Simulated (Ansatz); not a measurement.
Runs of Ansatz 0.2.0 on Sn. Symmetry: Fd-3m, No. 227, cubic system. The conventional cell has a = 6.467 Å, b = 6.467 Å, c = 6.467 Å, α = 90.00°, β = 90.00°, γ = 90.00°. Sn (site symmetry -43m) is surrounded by 4 Sn at 2.80 Å. This isn't the form of Sn at room conditions, which is tetragonal (white tin).

```csv
task,level,spin,cell,k mesh,smearing,points for each segment of the path,mesh quality,gap on the mesh (eV),pressure (GPa)
single point,HSE06,"SOC, no magnetisation",as given,3 × 3 × 3,fermi-dirac 0.05 eV,-,coarse,none,3.7
single point,PBE,off,"another cell of the same crystal, with 2 atoms",7 × 7 × 7,gaussian 0.05 eV,-,not flagged,none,3.8
single point,RPBE,off,"another cell of the same crystal, with 2 atoms",7 × 7 × 7,gaussian 0.1 eV,-,not flagged,none,5.2
band structure,HSE03,off,as given,4 × 4 × 4,fermi-dirac 0.05 eV,4,coarse,none,(a)
relaxation of cell and atoms,HSE03,off,relaxed,4 × 4 × 4,fermi-dirac 0.05 eV,-,coarse,none,0.0
```

Alike in all rows: potentials or basis Ansatz PAW; cutoff (eV) 420.

Q: Fill in the values left out.

A: (a) 2.8.

Caveats: some runs use coarse meshes; the PAW data sets come from PBE, with cores solved anew for the run's functional, which leaves a small shift of forces and pressure (some runs); the thresholds are loose for stress (some runs); spin-orbit coupling is left out, which moves the levels of the heavy elements (some runs); the plane-wave basis is chosen anew once the cell has moved, so the energies of steps on either side of that aren't comparable (some runs).

A k mesh can miss the band edges, and rows without SOC leave out spin-orbit coupling on Sn.

A gap of «none» marks a metal or a gap under the smearing width.
